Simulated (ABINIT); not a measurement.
HfN:

```
CELL_PARAMETERS angstrom
0.00000 2.25600 2.25600
2.25600 0.00000 2.25600
2.25600 2.25600 0.00000
ATOMIC_POSITIONS crystal
Hf 0.00000 0.00000 0.00000
N 0.50000 0.50000 0.50000
```

Base run:

* Program: ABINIT 10.8.3 (patched build)
* Functional: rPW86PBE
* Potentials or basis: JTH PAW PBE v2.0
* Cutoff: 707 eV
* k mesh: 10 × 10 × 10
* Occupations: fermi-dirac, width 0.05 eV
* Spin: spin-orbit coupling, no magnetisation

Its results: band gap on the k mesh none (metal or under the smearing width); pressure 15.0 GPa.

**Question.** After a change of settings the same cell gave: band gap on the k mesh none (metal or under the smearing width); pressure 4.7 GPa. Which change was it?
A. functional from rPW86PBE to AM05; spin from spin-orbit coupling, no magnetisation to no spin polarisation
B. functional from rPW86PBE to PW91
C. functional from rPW86PBE to SOGGA
D. functional from rPW86PBE to BLYP

**Answer.** B.

Caveats: so large a pressure means that the cell lies far from this level's equilibrium, or that cutoff or potentials fall short (some runs); the potentials were made for another functional, which shifts forces and pressure (some runs); the PAW data sets were made with another functional, which shifts forces and pressure a little (some runs).

Runs at the PBE level aren't shown here.
